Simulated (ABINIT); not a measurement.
# Quasiparticle gap of CaO (Fm-3m) in ABINIT, part 2 of 3

Aim: the G0W0 gap of CaO (Fm-3m) on PBE, step by step.

ABINIT 10.8.3; PBE and many-body steps on it, plane waves. Known limits of the many-body steps: not at the basis limit; coarse k mesh.

So far. Step 2 (Ground state): The gap is indirect, with the least direct gap 0.37 eV higher.

## Step 3: Bands along the symmetry lines

Level of this step: DFT, PBE, plane waves, norm-conserving pseudopotentials (ABINIT).

Levels along a band path, at the cheap level, show where the edges lie and whether the meshes to come will hold them.

Input file run.abi:

```
acell 3*1.0 Angstrom
rprim 
  -0.000000000000 2.403555696000 2.403555696000
  2.403555696000 -0.000000000000 2.403555696000
  2.403555696000 2.403555696000 -0.000000000000
ntypat 2
znucl 20 8
natom 2
typat 1 2
xred 
  0.000000000000 0.000000000000 0.000000000000
  0.500000000000 0.500000000000 0.500000000000
pp_dirpath "pseudos"
pseudos "Ca.upf, O.upf"
ecut 36
iscf -2
irdden 1
kptopt 0
nkpt 50
kpt 
  0.00000000 0.00000000 0.00000000
  0.06250000 0.00000000 0.06250000
  0.12500000 0.00000000 0.12500000
  0.18750000 0.00000000 0.18750000
  0.25000000 0.00000000 0.25000000
  0.31250000 0.00000000 0.31250000
  0.37500000 0.00000000 0.37500000
  0.43750000 0.00000000 0.43750000
  0.50000000 0.00000000 0.50000000
  0.51562500 0.03125000 0.51562500
  0.53125000 0.06250000 0.53125000
  0.54687500 0.09375000 0.54687500
  0.56250000 0.12500000 0.56250000
  0.57812500 0.15625000 0.57812500
  0.59375000 0.18750000 0.59375000
  0.60937500 0.21875000 0.60937500
  0.62500000 0.25000000 0.62500000
  0.37500000 0.37500000 0.75000000
  0.32812500 0.32812500 0.65625000
  0.28125000 0.28125000 0.56250000
  0.23437500 0.23437500 0.46875000
  0.18750000 0.18750000 0.37500000
  0.14062500 0.14062500 0.28125000
  0.09375000 0.09375000 0.18750000
  0.04687500 0.04687500 0.09375000
  0.00000000 0.00000000 0.00000000
  0.06250000 0.06250000 0.06250000
  0.12500000 0.12500000 0.12500000
  0.18750000 0.18750000 0.18750000
  0.25000000 0.25000000 0.25000000
  0.31250000 0.31250000 0.31250000
  0.37500000 0.37500000 0.37500000
  0.43750000 0.43750000 0.43750000
  0.50000000 0.50000000 0.50000000
  0.50000000 0.46875000 0.53125000
  0.50000000 0.43750000 0.56250000
  0.50000000 0.40625000 0.59375000
  0.50000000 0.37500000 0.62500000
  0.50000000 0.34375000 0.65625000
  0.50000000 0.31250000 0.68750000
  0.50000000 0.28125000 0.71875000
  0.50000000 0.25000000 0.75000000
  0.50000000 0.21875000 0.71875000
  0.50000000 0.18750000 0.68750000
  0.50000000 0.15625000 0.65625000
  0.50000000 0.12500000 0.62500000
  0.50000000 0.09375000 0.59375000
  0.50000000 0.06250000 0.56250000
  0.50000000 0.03125000 0.53125000
  0.50000000 0.00000000 0.50000000
istwfk *1
nband 15
nbdbuf 2
tolwfr 1e-08
nstep 40
prtwf 0
prtvol 0
indata_prefix "in"
outdata_prefix "out"
tmpdata_prefix "tmp"
```

Run with:

```console
OMP_NUM_THREADS=1 mpirun -n 4 abinit run.abi > log
```

Numbers of over 12 decimals in the logs are rounded to 6 here.

What it wrote:

```text
.Version 10.8.3 of ABINIT. v10.8.2 released Aug 2026.

 Symmetries : space group Fm -3 m (#225); Bravais cF (face-center cubic)
[... echo of the input left out ...]
== DATASET  1 ==================================================================
-   mpi_nproc: 4, omp_nthreads: 1 (-1 if OMP is not activated)

--- !DatasetInfo
iteration_state: {dtset: 1, }
dimensions: {natom: 2, nkpt: 50, mband: 15, nsppol: 1, nspinor: 1, nspden: 1, mpw: 1964, }
cutoff_energies: {ecut:  36.0, pawecutdg:  -1.0, }
electrons: {nelect:   1.60000000E+01, charge:   0.00000000E+00, occopt:   1.00000000E+00, tsmear:   1.00000000E-02, }

 Real(R)+Recip(G) space primitive vectors, cartesian coordinates (Bohr,Bohr^-1):
 R(1)=  0.0000000  4.5420620  4.5420620  G(1)= -0.1100822  0.1100822  0.1100822
 R(2)=  4.5420620  0.0000000  4.5420620  G(2)=  0.1100822 -0.1100822  0.1100822
 R(3)=  4.5420620  4.5420620  0.0000000  G(3)=  0.1100822  0.1100822 -0.1100822
 Unit cell volume ucvol=  1.8740845E+02 bohr^3
 Angles (23,13,12)=  6.00000000E+01  6.00000000E+01  6.00000000E+01 degrees

 getcut: wavevector=  0.0000  0.0000  0.0000  ngfft=  36  36  36
         ecut(hartree)=     36.000   => boxcut(ratio)=   2.07500

--- Pseudopotential description ------------------------------------------------
- Ca Generated using ONCVPSP code by D. R. Hamann
- 20.00000  10.00000  171031                  znucl, zion, pspdat
12 -101130 2 -1 1766                          pspcod,pspxc,lmax,lloc,mmax
     nproj     2     2     2
  pspatm : epsatm=   12.33471919
         --- l  ekb(1:nproj) -->
             0   10.063789    0.972391
             1    3.049878    0.471799
             2   -3.406671   -1.078890
 pspatm: atomic psp has been read  and splines computed

- O Generated using ONCVPSP code by D. R. Hamann
-  8.00000   6.00000  171031                  znucl, zion, pspdat
12 -101130 2 -1 936                           pspcod,pspxc,lmax,lloc,mmax
     nproj     2     2     1
  pspatm : epsatm=    6.19545534
         --- l  ekb(1:nproj) -->
[...]
2   -1.331955
 pspatm: atomic psp has been read  and splines computed

--------------------------------------------------------------------------------

================================================================================
 prteigrs : about to open file out_EIG
 Non-SCF case, kpt    1 (  0.00000  0.00000  0.00000), residuals and eigenvalues=
  1.59E-09  1.57E-09  5.35E-09  5.32E-09  1.79E-09  2.48E-09  3.73E-09  5.30E-09
  1.18E-09  3.89E-09  7.55E-09  5.01E-09  5.93E-09  7.63E-09  7.58E-09
 -1.1967E+00 -4.8954E-01 -4.8954E-01 -4.8954E-01 -3.8130E-01  1.8724E-01
  1.8724E-01  1.8724E-01  3.6161E-01  4.1644E-01  4.1644E-01  4.1644E-01
[...]
Non-SCF case, kpt    2 (  0.06250  0.00000  0.06250), residuals and eigenvalues=
  1.49E-09  5.21E-09  1.70E-09  6.99E-09  2.52E-09  2.30E-09  1.38E-09  2.87E-09
[...]
1.70E-09  2.01E-09  6.07E-09  8.30E-09  3.92E-09  8.56E-09  8.49E-09  8.42E-09
  4.95E-09  8.60E-09  9.21E-09  4.11E-09  9.13E-09  7.48E-09  1.38E-08
[...]
Non-SCF case, kpt   49 (  0.50000  0.03125  0.53125), residuals and eigenvalues=
[...]
Non-SCF case, kpt   50 (  0.50000  0.00000  0.50000), residuals and eigenvalues=
[...]
-1.1918E+00 -5.1143E-01 -4.9783E-01 -4.9783E-01 -3.7264E-01  1.3955E-01
  1.7351E-01  1.7351E-01  3.2181E-01  4.8307E-01  5.1393E-01  5.3715E-01
[...]
--- !ResultsGS
iteration_state: {dtset: 1, }
comment   : Summary of ground state results
lattice_vectors:
- [ -0.0000000,   4.5420620,   4.5420620, ]
- [  4.5420620,  -0.0000000,   4.5420620, ]
- [  4.5420620,   4.5420620,  -0.0000000, ]
lattice_lengths: [   6.42345,    6.42345,    6.42345, ]
lattice_angles: [ 60.000,  60.000,  60.000, ] # degrees, (23, 13, 12)
lattice_volume:   1.8740845E+02
convergence: {deltae:  0.000E+00, res2:  0.000E+00, residm:  9.864E-09, diffor:  0.000E+00, }
etotal    :  -5.53868824E+01
entropy   :   0.00000000E+00
fermie    :   1.87243462E-01
cartesian_stress_tensor: null
pressure_GPa: null
xred      :
- [  0.0000E+00,   0.0000E+00,   0.0000E+00, Ca]
- [  5.0000E-01,   5.0000E-01,   5.0000E-01,  O]
cartesian_forces: null
force_length_stats: {min: null, max: null, mean: null, }

 Integrated electronic density in atomic spheres:
 ------------------------------------------------
 Atom  Sphere_radius  Integrated_density
[...]
================================================================================

 ----iterations are completed or convergence reached----

 Mean square residual over all n,k,spin=   48.487E-10; max=  98.636E-10
 reduced coordinates (array xred) for    2 atoms
       0.000000000000      0.000000000000      0.000000000000
       0.500000000000      0.500000000000      0.500000000000

 cartesian coordinates (angstrom) at end:
    1      0.000000     0.000000     0.000000
    2      2.403556     2.403556     2.403556
 length scales=  1.889726125908  1.889726125908  1.889726125908 bohr
              =  1.000000000000  1.000000000000  1.000000000000 angstroms
 prteigrs : about to open file out_EIG
 Eigenvalues (hartree) for nkpt=  50  k points:
 kpt#   1, nband= 15, wtk=  1.00000, kpt=  0.0000  0.0000  0.0000 (reduced coord)
[...]
kpt#   2, nband= 15, wtk=  1.00000, kpt=  0.0625  0.0000  0.0625 (reduced coord)
[...]
kpt#   3, nband= 15, wtk=  1.00000, kpt=  0.1250  0.0000  0.1250 (reduced coord)
[...]
kpt#  49, nband= 15, wtk=  1.00000, kpt=  0.5000  0.0313  0.5313 (reduced coord)
  -1.19183   -0.51130   -0.49812   -0.49796   -0.37209    0.13964    0.17214    0.17269
   0.32392    0.48401    0.51516    0.53300    0.53716    0.60467    0.68239
 kpt#  50, nband= 15, wtk=  1.00000, kpt=  0.5000  0.0000  0.5000 (reduced coord)
  -1.19183   -0.51143   -0.49783   -0.49783   -0.37264    0.13955    0.17351    0.17351
   0.32181    0.48307    0.51393    0.53715    0.53715    0.60083    0.68220

== END DATASET(S) ==============================================================
================================================================================

 -outvars: echo values of variables after computation  --------
            nband          15
             nkpt          50
          spgroup         225
 [... the other variables as echoed above ...]

 Calculation completed.
```

Wall time 7.7 s (4 MPI ranks of Arm Neoverse V1, shared host); peak memory 0.26 GiB.

Numbers from this step:

| Item | Value |
| --- | --- |
| gap | 3.662 eV |
| k of the valence top | 0, 0, 0 |
| k of the conduction bottom | 0.5, 0, 0.5 |
| least direct gap | 4.035 eV |

The gap is 3.662 eV, as in the run before at this level.

The electronic bands at the labelled points (eV, zero at the top of the highest filled band; v1 is the highest filled band, c1 the lowest empty one):

| point | v4 | v3 | v2 | v1 | c1 | c2 | c3 | c4 |
| --- | --- | --- | --- | --- | --- | --- | --- | --- |
| Γ | -15.47 | 0.00 | 0.00 | 0.00 | 4.74 | 6.24 | 6.24 | 6.24 |
| halfway | -14.95 | -1.67 | -0.30 | -0.30 | 4.72 | 6.63 | 8.06 | 8.06 |
| X | -15.24 | -1.30 | -0.37 | -0.37 | 3.66 | 8.05 | 8.89 | 9.52 |
| halfway | -15.12 | -1.28 | -0.69 | -0.50 | 4.09 | 8.24 | 8.93 | 9.14 |
| U | -14.87 | -1.33 | -1.20 | -0.78 | 5.15 | 7.99 | 8.56 | 9.04 |
| jump to K | -14.87 | -1.33 | -1.20 | -0.78 | 5.15 | 7.99 | 8.56 | 9.04 |
| halfway | -14.71 | -1.80 | -0.92 | -0.55 | 6.11 | 7.05 | 7.21 | 8.04 |
| Γ | -15.47 | 0.00 | 0.00 | 0.00 | 4.74 | 6.24 | 6.24 | 6.24 |
| halfway | -14.81 | -1.52 | -0.65 | -0.65 | 6.26 | 6.87 | 7.19 | 7.19 |
| L | -14.30 | -2.62 | -1.19 | -1.19 | 7.05 | 8.35 | 8.35 | 8.52 |
| halfway | -14.57 | -2.03 | -1.12 | -1.04 | 6.75 | 6.83 | 8.75 | 8.94 |
| W | -14.86 | -1.27 | -1.05 | -1.05 | 6.32 | 6.32 | 8.39 | 9.53 |
| halfway | -15.04 | -1.25 | -0.84 | -0.66 | 4.49 | 8.28 | 8.30 | 9.41 |
| X | -15.24 | -1.30 | -0.37 | -0.37 | 3.66 | 8.05 | 8.89 | 9.52 |

The electronic bands as a text plot (rows in eV, shown from -8.0 to 7.7 only):

```
    7.4 |+   +  +++        +  +++++   ++    +++     ++      +
    6.8 |  ++ ++            ++  +++++    ++++++++++++++++  +
    6.1 |++  +             +  +++++++++++++++            +++
    5.4 |  +++            +        ++    ++                 +
    4.8 |++   ++         +           ++++                    +
    4.1 |       +++    ++                                     ++
    3.5 |          ++++                                         +
    2.8 |
    2.2 |
    1.5 |
    0.9 |
    0.2 |****                        ****
   -0.5 | *  **************   ********  *****                ****
   -1.1 |  ***     ****************        * ********************
   -1.8 |     *****        ******           ***       ***
   -2.4 |                                      *******
   -3.1 |
   -3.7 |
   -4.4 |
   -5.0 |
   -5.7 |
   -6.4 |
   -7.0 |
   -7.7 |
         Γ           X  U|K            Γ         L        W     X
```

## Step 4: Empty states on the mesh, 4×4×4 mesh, 32 bands

The sums over transitions need many empty states on a uniform mesh; this step solves for them.

Input file run.abi:

```
acell 3*1.0 Angstrom
rprim 
  -0.000000000000 2.403555696000 2.403555696000
  2.403555696000 -0.000000000000 2.403555696000
  2.403555696000 2.403555696000 -0.000000000000
ntypat 2
znucl 20 8
natom 2
typat 1 2
xred 
  0.000000000000 0.000000000000 0.000000000000
  0.500000000000 0.500000000000 0.500000000000
pp_dirpath "pseudos"
pseudos "Ca.upf, O.upf"
ecut 36
ngkpt 4 4 4
nshiftk 1
shiftk 0 0 0
kptopt 1
chksymbreak 0
iscf -2
irdden 1
istwfk *1
nband 32
nbdbuf 4
tolwfr 1e-09
nstep 60
prtvol 0
indata_prefix "in"
outdata_prefix "out"
tmpdata_prefix "tmp"
```

What it wrote:

```text
.Version 10.8.3 of ABINIT. v10.8.2 released Aug 2026.

 Symmetries : space group Fm -3 m (#225); Bravais cF (face-center cubic)
[... echo of the input left out ...]
== DATASET  1 ==================================================================
-   mpi_nproc: 4, omp_nthreads: 1 (-1 if OMP is not activated)

--- !DatasetInfo
iteration_state: {dtset: 1, }
dimensions: {natom: 2, nkpt: 8, mband: 32, nsppol: 1, nspinor: 1, nspden: 1, mpw: 1964, }
cutoff_energies: {ecut:  36.0, pawecutdg:  -1.0, }
electrons: {nelect:   1.60000000E+01, charge:   0.00000000E+00, occopt:   1.00000000E+00, tsmear:   1.00000000E-02, }

 Real(R)+Recip(G) space primitive vectors, cartesian coordinates (Bohr,Bohr^-1):
 R(1)=  0.0000000  4.5420620  4.5420620  G(1)= -0.1100822  0.1100822  0.1100822
 R(2)=  4.5420620  0.0000000  4.5420620  G(2)=  0.1100822 -0.1100822  0.1100822
 R(3)=  4.5420620  4.5420620  0.0000000  G(3)=  0.1100822  0.1100822 -0.1100822
 Unit cell volume ucvol=  1.8740845E+02 bohr^3
 Angles (23,13,12)=  6.00000000E+01  6.00000000E+01  6.00000000E+01 degrees

 getcut: wavevector=  0.0000  0.0000  0.0000  ngfft=  36  36  36
         ecut(hartree)=     36.000   => boxcut(ratio)=   2.07500

--- Pseudopotential description ------------------------------------------------
- Ca Generated using ONCVPSP code by D. R. Hamann
- 20.00000  10.00000  171031                  znucl, zion, pspdat
12 -101130 2 -1 1766                          pspcod,pspxc,lmax,lloc,mmax
     nproj     2     2     2
  pspatm : epsatm=   12.33471919
         --- l  ekb(1:nproj) -->
             0   10.063789    0.972391
             1    3.049878    0.471799
             2   -3.406671   -1.078890
 pspatm: atomic psp has been read  and splines computed

- O Generated using ONCVPSP code by D. R. Hamann
-  8.00000   6.00000  171031                  znucl, zion, pspdat
12 -101130 2 -1 936                           pspcod,pspxc,lmax,lloc,mmax
     nproj     2     2     1
  pspatm : epsatm=    6.19545534
         --- l  ekb(1:nproj) -->
[...]
2   -1.331955
 pspatm: atomic psp has been read  and splines computed

--------------------------------------------------------------------------------

================================================================================
 prteigrs : about to open file out_EIG
 Non-SCF case, kpt    1 (  0.00000  0.00000  0.00000), residuals and eigenvalues=
  4.49E-10  1.83E-10  5.41E-10  2.54E-10  1.89E-10  2.23E-10  9.79E-10  1.39E-10
  1.40E-10  1.06E-10  2.01E-10  5.89E-10  1.24E-10  2.61E-10  2.24E-10  2.52E-10
  6.19E-10  2.52E-10  4.28E-10  5.90E-10  4.05E-10  2.05E-10  6.28E-10  3.37E-10
[...]
-1.1967E+00 -4.8954E-01 -4.8954E-01 -4.8954E-01 -3.8130E-01  1.8724E-01
  1.8724E-01  1.8724E-01  3.6161E-01  4.1644E-01  4.1644E-01  4.1644E-01
  4.7145E-01  4.7145E-01  7.3921E-01  1.0111E+00  1.0111E+00  1.0111E+00
  1.1962E+00  1.1962E+00  1.1962E+00  1.2151E+00  1.2151E+00  1.2158E+00
  1.2158E+00  1.2158E+00  1.5372E+00  1.7045E+00  1.7045E+00  1.7045E+00
  1.8502E+00  1.8503E+00
 prteigrs : prtvol=0 or 1, do not print more k-points.

--- !ResultsGS
iteration_state: {dtset: 1, }
comment   : Summary of ground state results
lattice_vectors:
- [ -0.0000000,   4.5420620,   4.5420620, ]
- [  4.5420620,  -0.0000000,   4.5420620, ]
- [  4.5420620,   4.5420620,  -0.0000000, ]
lattice_lengths: [   6.42345,    6.42345,    6.42345, ]
lattice_angles: [ 60.000,  60.000,  60.000, ] # degrees, (23, 13, 12)
lattice_volume:   1.8740845E+02
convergence: {deltae:  0.000E+00, res2:  0.000E+00, residm:  9.928E-10, diffor:  0.000E+00, }
etotal    :  -5.53868824E+01
entropy   :   0.00000000E+00
fermie    :   1.87243462E-01
cartesian_stress_tensor: null
pressure_GPa: null
xred      :
- [  0.0000E+00,   0.0000E+00,   0.0000E+00, Ca]
- [  5.0000E-01,   5.0000E-01,   5.0000E-01,  O]
cartesian_forces: null
force_length_stats: {min: null, max: null, mean: null, }

 Integrated electronic density in atomic spheres:
 ------------------------------------------------
 Atom  Sphere_radius  Integrated_density
[...]
================================================================================

 ----iterations are completed or convergence reached----

 Mean square residual over all n,k,spin=   36.303E-11; max=  99.277E-11
 reduced coordinates (array xred) for    2 atoms
       0.000000000000      0.000000000000      0.000000000000
       0.500000000000      0.500000000000      0.500000000000

 cartesian coordinates (angstrom) at end:
    1      0.000000     0.000000     0.000000
    2      2.403556     2.403556     2.403556
 length scales=  1.889726125908  1.889726125908  1.889726125908 bohr
              =  1.000000000000  1.000000000000  1.000000000000 angstroms
 prteigrs : about to open file out_EIG
 Eigenvalues (hartree) for nkpt=   8  k points:
 kpt#   1, nband= 32, wtk=  0.01563, kpt=  0.0000  0.0000  0.0000 (reduced coord)
[...]
1.01111    1.01111    1.19620    1.19620    1.19620    1.21506    1.21506    1.21584
   1.21584    1.21584    1.53721    1.70455    1.70455    1.70455    1.85025    1.85029
 prteigrs : prtvol=0 or 1, do not print more k-points.

== END DATASET(S) ==============================================================
================================================================================

 -outvars: echo values of variables after computation  --------
            nband          32
             nkpt           8
          spgroup         225
 [... the other variables as echoed above ...]

 Calculation completed.
```

Wall time 3.9 s (4 MPI ranks); peak memory 0.24 GiB; 15 s of CPU time.

This step gave:

| Property | Result |
| --- | --- |
| gap | 3.662 eV |
| k of the valence top | 0, 0, 0 |
| k of the conduction bottom | 0.5, 0.5, 0 |
| least direct gap | 4.035 eV |
| k points computed | 8 |
| lowest point of the top converged band, above the valence top | 35.60 eV |

On this mesh the gap is 3.662 eV.

## Step 5: Screening, 4×4×4 mesh, 28 bands, screening to 108.8 eV

The RPA dielectric matrix is built and inverted for each q.

This step: RPA screening on PBE, plane waves, norm-conserving pseudopotentials.

run.abi: that of step 4 with these lines changed.

```diff
@@ -20,10 +20,11 @@
 chksymbreak 0
-iscf -2
-irdden 1
 istwfk *1
-nband 32
-nbdbuf 4
-tolwfr 1e-09
-nstep 60
-prtvol 0
+occopt 1
+irdwfk 1
+optdriver 3
+nband 28
+ecuteps 4
+inclvkb 2
+awtr 1
+symchi 1
 indata_prefix "in"
```

What it wrote:

```text
.Version 10.8.3 of ABINIT. v10.8.2 released Aug 2026.

 Symmetries : space group Fm -3 m (#225); Bravais cF (face-center cubic)
[... echo of the input left out ...]
== DATASET  1 ==================================================================
-   mpi_nproc: 4, omp_nthreads: 1 (-1 if OMP is not activated)

--- !DatasetInfo
iteration_state: {dtset: 1, }
dimensions: {natom: 2, nkpt: 8, mband: 28, nsppol: 1, nspinor: 1, nspden: 1, mpw: 1964, }
cutoff_energies: {ecut:  36.0, pawecutdg:  -1.0, }
electrons: {nelect:   1.60000000E+01, charge:   0.00000000E+00, occopt:   1.00000000E+00, tsmear:   1.00000000E-02, }

 SCREENING: Calculation of the susceptibility and dielectric matrices

 Based on a program developped by R.W. Godby, V. Olevano, G. Onida, and L. Reining.
 Incorporated in ABINIT by V. Olevano, G.-M. Rignanese, and M. Torrent.
.Using double precision arithmetic ; gwpc =  8

[... cell and pseudopotentials left out ...]
--------------------------------------------------------------------------------

 ==== K-mesh for the wavefunctions ====
 Number of points in the irreducible wedge :     8
[... list of points left out ...]
 Together with 48 symmetry operations and time-reversal symmetry
 yields    64 points in the full Brillouin Zone.

 ==== Q-mesh for the screening function ====
 Number of points in the irreducible wedge :     8
[... list of points left out ...]
 Together with 48 symmetry operations and time-reversal symmetry
 yields    64 points in the full Brillouin Zone.

 setmesh: FFT mesh size selected  =    24x   24x   24
          total number of points  =        13824

 vcoul_init : cutoff-mode = AUXILIARY_FUNCTION
 q-points for optical limit:   1
     1)      0.000010    0.000020    0.000030

- screening: taking advantage of time-reversal symmetry
- Maximum band index for partially occupied states nbvw = 8
- Remaining bands to be divided among processors   nbcw = 20
- Number of bands treated by each node ~5

 Number of electrons calculated from density =   16.0000; Expected =   16.0000
 average of density, n =  0.085375
 r_s =    1.4088
 omega_plasma =   28.1852 [eV]

 calculating chi0 at frequencies [eV] :
  1    0.000000E+00    0.000000E+00
  2    0.000000E+00    2.818519E+01

--------------------------------------------------------------------------------
  q-point number  1        q = ( 0.000000, 0.000000, 0.000000) [r.l.u.]
--------------------------------------------------------------------------------
[... chi0 elements left out ...]
 For q-point:  0.000010 0.000020 0.000030
  dielectric constant =   3.6744
  dielectric constant without local fields =   3.9986

  Average fulfillment of the sum rule on Im[epsilon] for q-point    1 :     35.27  [%]
[... wings left out ...]
  q-point number  2        q = ( 0.250000, 0.000000, 0.000000) [r.l.u.]
--------------------------------------------------------------------------------
[... chi0 elements left out ...]
  Average fulfillment of the sum rule on Im[epsilon] for q-point    2 :     58.70  [%]

 [... 6 further q-points ...]
```

Run time: 4.1 s. Hardware: 4 MPI ranks; peak memory 0.38 GiB; 16 s of CPU time.

This step gave:

- ε∞ with local fields, on this mesh, along the program's q direction: 3.674
- the same without local fields: 3.999
- plasma frequency: 28.19 eV
- plane waves in the screening matrix: 65

Local fields lower ε∞ by 8 %. On a Γ-centred mesh this coarse the value itself is usually too large, while a short band sum pulls it down.

(Continued in part 3 of 3.)

[Paths, hosts, dates, memory and timing lines, banners, echoed tables and standing remarks are left out of the program output.]

[Logs are printed without paths, hosts, clocks, repeated set-up lines and the standing remarks that a program may print on its own settings, such as how far it seeks lower states.]

[Runs of the session that timed out or met a known fault of the program may be left out.]

[Hosts, paths, dates, database ids (printed as entryN), source tags and the programs' standing remarks are cut or masked in the printed files.]

[G0W0 gaps are taken among the corrected bands and points alone; a level outside them can change the order at an edge.]

[Where Ansatz stands beside ABINIT at settings called matched, ABINIT's density can come from a denser mesh and the files from another edition; pairs whose starting gaps differed by over 0.03 eV were left out, so agreement reads better than it is.]
